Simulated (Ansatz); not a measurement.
# TiSi2P4 monolayer in a perpendicular field, part 2 of 2

Aim: how the TiSi2P4 monolayer screens a field along its normal, and what the field does to its bands. A positive field points along +c.

Ansatz 0.2.0; plane-wave DFT, PBE-D3(BJ), Ansatz PAW (set soft_1); PAW set soft_1.

So far. Step 2 (Relaxation): The lattice constant a goes from 3.480 to 3.504 Å.

### Step 3. Single point, field 0

A sawtooth potential applies the field, turning back in the middle of the vacuum. With the dipole correction the typed value is the field outside the slab. The induced dipole is small, so the SCF threshold is tight.

The cell differs from the one that the last finished run ended in (c 47.951 → 27.337 Å).

input.yaml

```yaml
crystal:
  lattice:
    - [3.5042074224, 0.0, 0.0]
    - [-1.7521037112, 3.034732648, 0.0]
    - [0.0, 0.0, 27.3370641279]
  atoms:
    - { symbol: P, position: [0.0, 0.0, 0.3292233562] }
    - { symbol: Si, position: [0.3333333333, 0.6666666667, 0.3661957048] }
    - { symbol: P, position: [0.3333333333, 0.6666666667, 0.4479494793] }
    - { symbol: Ti, position: [0.0, 0.0, 0.5] }
    - { symbol: P, position: [0.3333333333, 0.6666666667, 0.5520505207] }
    - { symbol: Si, position: [0.3333333333, 0.6666666667, 0.6338042952] }
    - { symbol: P, position: [0.0, 0.0, 0.6707766438] }
kpoints:
  mp_grid: { grid: [18, 18, 1] }
  band_path:
    path: [[0, 0, 0], [0.5, 0, 0], [0.33333333, 0.33333333, 0], [0, 0, 0]]
    npoints: 16
hamiltonian:
  xc: pbe
  dispersion: d3bj
  pseudopotentials: { kind: paw, azcp: { folder: soft_1 } }
scf:
  occupations: { method: fermi_dirac, width: 0.02585 }
  convergence: { dr2_threshold: 1.0e-10 }
efield:
  axis: 3
  dipole_correction: true
  ramp_position: 0.97
  ramp_width: 0.06
  amplitude: 0
output:
  dos: { projected: true, e_range: [-6, 5] }
  write_potential: true
  write_density: true
  volumetric_format: npy
  elf: true
```

Run with:

```console
> ansatz run input.yaml --threads 2 --pin off --max-ram 3072MiB --backend cpu --events-out ev --progress --plain --runs-dir out
```

Numbers of over 12 decimals in the logs are rounded to 6 here.

Log:

```text
[...]
Crystal: 7 atoms, lattice volume = 290.711 Å³
Basis set: ecut = 420 eV, 5641 PW (Γ)
Bands: 27, of which v1, the nominal top of the filled ones, is band 20 counted from 1 (19 counted from 0)
Symmetry: 6 space group operations
k-points: 37 of 324 (time reversal used)
[...]
SCF iter   1: F=—  HF=-6800.054342 eV  |F-HF|=—  |Δ(HF+E_count)|=         —  Δρ=3.43e-2  dr2=5.39e0  ethr=3.10e-3  p=0.000 e·Å  D=2.97e-14 V/Å  ΔV_dip=-0.00 eV  dr2_dipole=7.15e-8  V_vac-E_F(+/−)=7.50/7.50 eV  ⟨swp⟩=10.5  Hψ=7059  notcnv=0
efield: sawtooth ramp at fractional position 0.9700 (set: `efield.ramp_position`, or a place that a band, a saddle search or an elastic batch's reference lends), width 0.0600; the density the first Hamiltonian is built on has a dipole p = 0.000 e·Å; the dipole correction subtracts the counter field D = 2.97e-14 V/Å, which shifts the + side's vacuum level by -0.00 eV against the − side's; the planar-averaged density in the ramp window peaks in size at 6.0e-7 e/Å³
[...]
SCF iter   2: F=—  HF=-6801.595796 eV  |F-HF|=—  |Δ(HF+E_count)|=    1.54e0  Δρ=3.59e-2  dr2=1.80e1  ethr=3.10e-3  p=0.000 e·Å  D=9.24e-5 V/Å  ΔV_dip=-0.00 eV  dr2_dipole=2.09e-5  V_vac-E_F(+/−)=2.51/2.51 eV  ⟨swp⟩=5.8  Hψ=3048  notcnv=0  defer=46  recentre
[...]
SCF iter  14: F=-6798.837268 eV  HF=-6798.837268 eV  |F-HF|=2.09e-11  |Δ(HF+E_count)|=  4.64e-11  Δρ=5.48e-8  dr2=2.06e-11  ethr=1.00e-12  p=0.000 e·Å  D=4.86e-9 V/Å  ΔV_dip=-0.00 eV  dr2_dipole=1.25e-12  V_vac-E_F(+/−)=5.54/5.54 eV  ⟨swp⟩=13.1  Hψ=4264  notcnv=0
SCF 1 converged in 14 iterations: F = -6798.837268 eV  dr2 = 2.06e-11
[...]
NSCF: frozen V_eff on 49 k-points
efield: sawtooth ramp at fractional position 0.9700 (kept from the solve that this one continues, or follows in the run), width 0.0600; the density the first Hamiltonian is built on has a dipole p = 0.000 e·Å; the dipole correction subtracts the counter field D = 4.86e-9 V/Å, which shifts the + side's vacuum level by -0.00 eV against the − side's; the planar-averaged density in the ramp window peaks in size at 5.8e-7 e/Å³
[...]
SCF converged after 14 iterations
Free energy (F): -6798.837268 eV
[...]
Internal energy: -6798.835192 eV  (E = F + TS)
E sigma→0 (E₀):  -6798.836230 eV
Entropy (-TS):   -0.002076 eV (-0.297 meV/atom)
Fermi energy:    0.290632 eV
Dipole field:    D = -0.000001 V/Å  (p = -0.000002 e·Å, saw-weighted, corrected)
Work function:   Φ+ = 5.5445 eV   Φ− = 5.5444 eV
Levels:          The Fermi level and band energies are counted from a zero that moves with the ramp; work functions are not
[...]
--- Band table (eV; the first three rows and the last of 37) ---
  k-point 0: bands = [... 16 lower, -0.5294, -0.5037, 0.3065, 0.3065, 1.0918, 3.1022, 3.1022, 3.2929, ... 3 higher]
  k-point 1: bands = [... 16 lower, -0.5902, -0.4991, 0.2411, 0.2548, 1.1096, 3.0146, 3.1811, 3.1852, ... 3 higher]
  k-point 2: bands = [... 16 lower, -0.6832, -0.5456, 0.0419, 0.1142, 1.0963, 2.8162, 2.9150, 3.3685, ... 3 higher]
  k-point 36: bands = [... 16 lower, -2.2146, -2.2139, -0.9649, -0.3112, 1.3486, 2.1111, 2.2928, 2.4094, ... 3 higher]
```

Run time: 29 s. Hardware: 2 threads of Arm Neoverse V2, shared host; peak memory 0.69 GiB.

Numbers from this step:

```
energy at zero smearing   : -6798.8362 eV
work function, upper face : 5.544 eV
dipole along the normal   : -2.00e-6 e·Å
```

Running mean over a fixed 2.7 Å (it still follows the layers) of the planar mean; the ramp of the sawtooth is left out. Table of electron's electrostatic potential energy less the Fermi level by z:

```csv
z (Å),electron's electrostatic potential energy less the Fermi level (eV)
4,5.54
5,5.54
6,5.50
7,4.68
8,-0.141
9,-5.32
10,-5.90
11,-3.81
12,-3.76
13,-7.07
14,-7.30
15,-4.88
16,-3.57
17,-4.95
18,-6.34
19,-2.17
20,3.48
21,5.42
22,5.54
23,5.54
24,5.54
```

The density of states has structure finer than the step of the table below, so its rows give means over 0.2 eV, whole bins alone (the curve runs from -6 to 1.99 eV). Peaks (eV: height): -4.65: 13.3, -3.68: 9.41, -2.36: 8.35, -1.29: 8.96, -0.98: 11.0, -0.90: 16.7, -0.79: 9.07.

The density of states by energy, zero at the Fermi level; means over each step:

| energy (eV) | density of states (states/eV a cell) |
| --- | --- |
| -5.8 | 0.367 |
| -5.6 | 0.355 |
| -5.4 | 0.347 |
| -5.2 | 0.756 |
| -5.0 | 1.14 |
| -4.8 | 3.62 |
| -4.6 | 5.32 |
| -4.4 | 1.79 |
| -4.2 | 3.45 |
| -4.0 | 2.03 |
| -3.8 | 4.23 |
| -3.6 | 4.71 |
| -3.4 | 2.61 |
| -3.2 | 4.72 |
| -3.0 | 3.28 |
| -2.8 | 3.58 |
| -2.6 | 5.13 |
| -2.4 | 5.20 |
| -2.2 | 3.86 |
| -2.0 | 5.10 |
| -1.8 | 5.94 |
| -1.6 | 3.97 |
| -1.4 | 3.62 |
| -1.2 | 5.08 |
| -1.0 | 9.26 |
| -0.8 | 7.44 |
| -0.6 | 3.15 |
| -0.4 | 1.73 |
| -0.2 | 0.923 |
| 0.0 | 0.700 |
| 0.2 | 1.53 |
| 0.4 | 2.97 |
| 0.6 | 2.61 |
| 0.8 | 2.08 |
| 1.0 | 0.450 |
| 1.2 | 0 |
| 1.4 | 0 |
| 1.6 | 0.663 |
| 1.8 | 3.25 |

Projected DOS per atom over height of the atomic layer and energy from the Fermi level. Layers: P Si P Ti P Si P from below.

Ten even steps from '_' (0.00 states/eV) to '@' (2.04 states/eV), each cell a mean:
```
..::__==__::..
______________
______________
______##______
______@@______
______::______
____::::::____
--__******__--
++__**##**__++
--..::--::..--
**..--::--..**
==..==::==..==
--::==::==::--
--::......::--
--::::..::::--
--::==::==::--
....::..::....
....::..::....
------..------
..__________..
______________
______________
```
Columns: height of the atomic layer (Å) from 9 to 18.3 (not evenly spaced); rows upwards: energy from the Fermi level (eV) from -5.96 to 1.96.

Electronic bands along the path, in eV, zero at the Fermi level:

| point | band 17 | band 18 | band 19 | band 20 | band 21 | band 22 | band 23 | band 24 |
| --- | --- | --- | --- | --- | --- | --- | --- | --- |
| Γ | -0.82 | -0.79 | 0.02 | 0.02 | 0.80 | 2.81 | 2.81 | 3.00 |
| halfway | -1.46 | -0.87 | -0.76 | -0.69 | 0.46 | 2.03 | 2.12 | 2.74 |
| M | -1.63 | -1.32 | -1.21 | -0.29 | -0.01 | 1.53 | 1.58 | 2.29 |
| halfway | -1.91 | -1.82 | -1.24 | -0.81 | 0.60 | 1.94 | 2.25 | 2.43 |
| K | -2.51 | -2.50 | -1.26 | -0.60 | 1.06 | 1.82 | 2.00 | 2.12 |
| halfway | -1.68 | -0.98 | -0.97 | -0.82 | 0.47 | 2.31 | 2.51 | 2.67 |
| Γ | -0.82 | -0.79 | 0.02 | 0.02 | 0.80 | 2.81 | 2.81 | 3.00 |

Electrostatic potential energy in the ca plane at fractional y = 0.667, with atoms of Si and P within 0.2 Å of it. With pseudopotentials it is smooth inside the atoms' cores, unlike the true potential.

Values in eV, 5 rows by 16 columns, each cell a mean:
```
  6   6   6   6   6   6   4  -3   0   3   4   0  -6   2   4   3
  6   6   6   6   6   6   4  -1  -3   1   0  -1  -3  -1   1  -1
  6   6   6   6   6   6   5  -1 -26 -15 -26 -24  -1 -30 -19 -20
  6   6   6   6   6   6   5  -3 -25 -20 -34 -31  -2 -39 -26 -23
  6   6   6   6   6   6   5   0 -12  -4  -7  -7  -1 -10  -4  -7
```
Columns run along c (16.0 Å, from fractional 0.06 to 0.64 of the cell; values clipped at the 3rd and 97th percentile), rows up along a (3.5 Å). Atoms in or near the plane, at fractional coordinates: Si at (0.37, 0.33), P at (0.45, 0.33), P at (0.55, 0.33), Si at (0.63, 0.33).

ELF in the ca plane at fractional y = 0.667, with atoms of Si and P within 0.2 Å of it. It is the smooth field of the valence electrons, not physical close to the nuclei.

Values, 5 rows by 16 columns, each cell a mean:
```
0.00 0.00 0.00 0.00 0.00 0.14 0.63 0.68 0.57 0.14 0.22 0.24 0.07 0.29 0.16 0.21
0.00 0.00 0.00 0.00 0.00 0.08 0.43 0.65 0.70 0.33 0.52 0.55 0.15 0.63 0.44 0.38
0.00 0.00 0.00 0.00 0.00 0.01 0.07 0.37 0.51 0.69 0.60 0.63 0.42 0.57 0.69 0.60
0.00 0.00 0.00 0.00 0.00 0.00 0.03 0.27 0.39 0.74 0.49 0.45 0.43 0.34 0.65 0.64
0.00 0.00 0.00 0.00 0.00 0.03 0.25 0.57 0.71 0.50 0.67 0.73 0.28 0.78 0.63 0.51
```
Columns run along c (16.0 Å, from fractional 0.06 to 0.64 of the cell), rows up along a (3.5 Å). Atoms in or near the plane, at fractional coordinates: Si at (0.37, 0.33), P at (0.45, 0.33), P at (0.55, 0.33), Si at (0.63, 0.33).

Valence density in the ca plane at fractional y = 0.667, with atoms of Si and P within 0.2 Å of it. It is the smooth field of the valence electrons, not physical close to the nuclei.

Ten even steps from '0' (0.00 e/Å³) to '9' (0.76 e/Å³), each cell a mean:
```
00000000000000000012344321001122222222110012
00000000000000000012444321000112233221110011
00000000000000000012344421111233322233221112
00000000000000000001245543234676422467643234
00000000000000000001235434568779633598787553
00000000000000000000133225799326743672289852
00000000000000000000134224789548733685488753
00000000000000000001245544446898533589865444
00000000000000000001345432122454322345432123
```
Columns run along c (16.0 Å, from fractional 0.06 to 0.64 of the cell), rows up along a (3.5 Å). Atoms in or near the plane, at fractional coordinates: Si at (0.37, 0.33), P at (0.45, 0.33), P at (0.55, 0.33), Si at (0.63, 0.33).

The work function of the upper face is 5.54 eV.

### Step 4. Single point, field 0.1 V/Å

Changes to input.yaml since step 3:

```diff
@@ -28,7 +28,6 @@
   dipole_correction: true
-  ramp_position: 0.97
-  ramp_width: 0.06
-  amplitude: 0
+  ramp_position: 0.955
+  ramp_width: 0.09
+  amplitude: 0.1
 output:
-  dos: { projected: true, e_range: [-6, 5] }
   write_potential: true
@@ -36,2 +35 @@
   volumetric_format: npy
-  elf: true
```

Log:

```text
[...]
Crystal: 7 atoms, lattice volume = 290.711 Å³
Basis set: ecut = 420 eV, 5641 PW (Γ)
Bands: 27, of which v1, the nominal top of the filled ones, is band 20 counted from 1 (19 counted from 0)
Symmetry: 6 space group operations
k-points: 37 of 324 (time reversal used)
[...]
k-point 0: bands = [... 16 lower, -0.5272, -0.5040, 0.3062, 0.3062, 1.0915, 3.1012, 3.1012, 3.2931, ... 3 higher]
  k-point 1: bands = [... 16 lower, -0.5886, -0.4994, 0.2408, 0.2545, 1.1093, 3.0133, 3.1815, 3.1841, ... 3 higher]
  k-point 2: bands = [... 16 lower, -0.6829, -0.5458, 0.0416, 0.1139, 1.0960, 2.8137, 2.9165, 3.3649, ... 3 higher]
  k-point 36: bands = [... 16 lower, -2.2151, -2.2142, -0.9657, -0.3108, 1.3483, 2.1108, 2.2922, 2.4089, ... 3 higher]
[key lines of the parts left out:]
SCF converged after 15 iterations
Free energy (F): -6798.840588 eV
Fermi energy:    0.290315 eV
Dipole field:    D = 0.041330 V/Å  (p = 0.066400 e·Å, saw-weighted, corrected)
```

Wall time 29 s (2 threads); peak memory 0.64 GiB.

The dipole is 0.0664 e·Å.

### Step 5. Atoms held, field -0.1 V/Å

Changes to input.yaml since step 4:

```diff
@@ -30,3 +30,3 @@
   ramp_width: 0.09
-  amplitude: 0.1
+  amplitude: -0.1
 output:
```

Log:

```text
[...]
Crystal: 7 atoms, lattice volume = 290.711 Å³
Basis set: ecut = 420 eV, 5641 PW (Γ)
Bands: 27, of which v1, the nominal top of the filled ones, is band 20 counted from 1 (19 counted from 0)
Symmetry: 6 space group operations
k-points: 37 of 324 (time reversal used)
[...]
k-point 0: bands = [... 16 lower, -0.5272, -0.5040, 0.3062, 0.3062, 1.0915, 3.1012, 3.1012, 3.2931, ... 3 higher]
  k-point 1: bands = [... 16 lower, -0.5886, -0.4994, 0.2408, 0.2545, 1.1093, 3.0133, 3.1815, 3.1841, ... 3 higher]
  k-point 2: bands = [... 16 lower, -0.6829, -0.5458, 0.0416, 0.1139, 1.0960, 2.8137, 2.9165, 3.3649, ... 3 higher]
  k-point 36: bands = [... 16 lower, -2.2151, -2.2142, -0.9657, -0.3108, 1.3483, 2.1108, 2.2922, 2.4089, ... 3 higher]
[key lines of the parts left out:]
SCF converged after 15 iterations
Free energy (F): -6798.840588 eV
Fermi energy:    0.290315 eV
Dipole field:    D = -0.041330 V/Å  (p = -0.066400 e·Å, saw-weighted, corrected)
```

Elapsed: 29 s, on 2 threads; peak memory 0.65 GiB.

The dipole is -0.0664 e·Å.

### Step 6. Response, atoms held

This step: plane-wave DFT, PBE-D3(BJ), Ansatz PAW (set soft_1); response to a field along the normal, atoms held; PAW set soft_1 (Ansatz 0.2.0).

The dipoles give the slope, and the difference of two potentials shows where the field is screened.

This step gave:

```
equivalent conductor thickness p/(ε₀AE) : 11.30 Å
distance between the outer atoms        : 9.337 Å
```

Table of dipole of the cell by applied field:

| applied field (V/Å) | dipole of the cell (e·Å) |
| --- | --- |
| -0.1000 | -0.0664 |
| 0.0000 | -2.0e-6 |
| 0.1000 | 0.0664 |

Local field over the applied field, running mean. From the potentials at -0.1 and 0.1 V/Å; running mean over 2.5 Å. The local field over applied field by z:

| z (Å) | local field over applied field |
| --- | --- |
| 4.5 | 0.998 |
| 5.0 | 0.995 |
| 5.5 | 0.986 |
| 6.0 | 0.960 |
| 6.5 | 0.899 |
| 7.0 | 0.781 |
| 7.5 | 0.615 |
| 8.0 | 0.437 |
| 8.5 | 0.262 |
| 9.0 | 0.130 |
| 9.5 | 0.0746 |
| 10.0 | 0.0670 |
| 10.5 | 0.0694 |
| 11.0 | 0.0786 |
| 11.5 | 0.0691 |
| 12.0 | 0.0427 |
| 12.5 | 0.0336 |
| 13.0 | 0.0288 |
| 13.5 | 0.0150 |
| 14.0 | 0.0190 |
| 14.5 | 0.0317 |
| 15.0 | 0.0346 |
| 15.5 | 0.0504 |
| 16.0 | 0.0756 |
| 16.5 | 0.0759 |
| 17.0 | 0.0678 |
| 17.5 | 0.0674 |
| 18.0 | 0.0849 |
| 18.5 | 0.164 |
| 19.0 | 0.317 |
| 19.5 | 0.495 |
| 20.0 | 0.672 |
| 20.5 | 0.827 |
| 21.0 | 0.924 |
| 21.5 | 0.971 |
| 22.0 | 0.990 |
| 22.5 | 0.997 |
| 23.0 | 0.999 |

The induced electron density oscillates, so the rows of the table below give means over windows of 0.5 Å about each position, cut where the curve ends. Its maxima inside the range that stand out by 2 % of the span (Å: e/Å³ per V/Å): 7.97: 0.00365, 9.25: 9.1e-4, 10.96: 6.6e-4, 12.24: 9.5e-4, 14.24: 0.00114, 15.66: -9.8e-5, 17.23: 0.00154, 18.51: -5.1e-4. Its minima: 8.83: 5.1e-4, 10.11: -0.00154, 11.68: 9.8e-5, 13.10: -0.00114, 15.09: -9.5e-4, 16.37: -6.6e-4, 18.08: -9.1e-4, 19.36: -0.00365.

Electrons, planar mean, per unit field. Table of induced electron density by z; means over each step:

| z (Å) | induced electron density (e/Å³ per V/Å) |
| --- | --- |
| 4.5 | 6.7e-6 |
| 5.0 | 2.1e-5 |
| 5.5 | 6.8e-5 |
| 6.0 | 2.0e-4 |
| 6.5 | 5.4e-4 |
| 7.0 | 0.00132 |
| 7.5 | 0.00269 |
| 8.0 | 0.00346 |
| 8.5 | 0.00175 |
| 9.0 | 6.5e-4 |
| 9.5 | 5.0e-4 |
| 10.0 | -0.00115 |
| 10.5 | -5.4e-4 |
| 11.0 | 5.7e-4 |
| 11.5 | 2.5e-4 |
| 12.0 | 5.7e-4 |
| 12.5 | 5.3e-4 |
| 13.0 | -8.1e-4 |
| 13.5 | -4.6e-4 |
| 14.0 | 8.2e-4 |
| 14.5 | 4.0e-4 |
| 15.0 | -7.7e-4 |
| 15.5 | -3.4e-4 |
| 16.0 | -4.0e-4 |
| 16.5 | -3.9e-4 |
| 17.0 | 0.00104 |
| 17.5 | 6.7e-4 |
| 18.0 | -7.5e-4 |
| 18.5 | -7.1e-4 |
| 19.0 | -0.00251 |
| 19.5 | -0.00342 |
| 20.0 | -0.00221 |
| 20.5 | -0.00100 |
| 21.0 | -3.9e-4 |
| 21.5 | -1.4e-4 |
| 22.0 | -4.7e-5 |
| 22.5 | -1.5e-5 |
| 23.0 | -4.7e-6 |

By hand: between -0.1 and 0.1 V/Å the dipole changes by 0.1328 e·Å, a slope of 0.6640 e·Å²/V. A perfect conductor of thickness t has p = ε₀AEt, so t = 180.95 × 0.6640 / 10.634 = 11.30 Å (e/ε₀ = 180.95 V·Å, A in Å²).

The induced dipole is that of a conductor 11.30 Å thick.

### Step 7. What came out

```yaml
gap_without_field: none
work_function_upper_face: 5.54 eV
equivalent_conductor_thickness_atoms_held: 11.3 Å
```

**Reading.** The induced dipole equals that of a perfect conductor 11.30 Å thick, while the outer atoms lie 9.34 Å apart. There is no gap over 0.03 eV, with or without the field. The main runs have no spin polarisation; a magnetic state could lie lower and would change these results. The outer anions sit over the metal atoms, one of several polytypes of such layers and not the lowest for every compound.

[Logs are printed without paths, hosts, clocks, repeated set-up lines and the standing remarks that a program may print on its own settings, such as how far it seeks lower states.]

[Hosts, paths, dates, database ids (printed as entryN), source tags and the programs' standing remarks are cut or masked in the printed files.]

[Maps of the electrostatic potential energy from Ansatz leave out the sawtooth potential of an applied field or a dipole correction, so their vacuum need not be flat; planar profiles and work functions include it.]

[The density of states shown here was stored with 400 of the rows of the run's finer table, so its peaks can read low, often by over a quarter, or be missed, and its means over a window can be off by a tenth or more.]
